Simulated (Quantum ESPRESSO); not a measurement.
Y under changes of volume

One of the cells (34.024 Å³/atom); the others are scaled copies at fixed shape and fractional positions:

```
CELL_PARAMETERS angstrom
3.64254 0.00000 0.00000
-1.82127 3.15454 0.00000
0.00000 0.00000 11.84413
ATOMIC_POSITIONS crystal
Y 0.66667 0.33333 0.75000
Y 0.00000 0.00000 0.50000
Y 0.33333 0.66667 0.25000
Y 0.00000 0.00000 0.00000
```

| Item | Value |
| --- | --- |
| Program | Quantum ESPRESSO 7.5 |
| Functional | PBEsol |
| Potentials or basis | GBRV 1.5 PBEsol |
| Cutoff | 612 eV |
| Density cutoff | 4898 eV |
| k mesh | 8 × 8 × 3 |
| Occupations | fermi-dirac, width 0.05 eV |
| Spin | no spin polarisation |

```tsv
volume (Å³/atom)	energy over the lowest point (meV/atom)	pressure (GPa)
31.982	0.00	-1.5
32.663	?	?
33.343	18.85	-2.9
34.024	32.59	-3.5
34.704	48.87	-4.1
35.385	67.51	-4.6
36.065	88.28	-5.1
```

Problem. What does the run at 32.663 Å³/atom give?

Solution. Energy over the lowest point 7.90 meV/atom; pressure -2.2 GPa.

Worked out: A Birch-Murnaghan fit of order 3 (a polynomial in V^(-2/3)) to the other rows has no minimum within the range. It gives 7.91 meV/atom at 32.663 Å³/atom, against the run's 7.90, and -dE/dV = -2.2 GPa, against -2.2.

Energies are extrapolated to zero smearing.
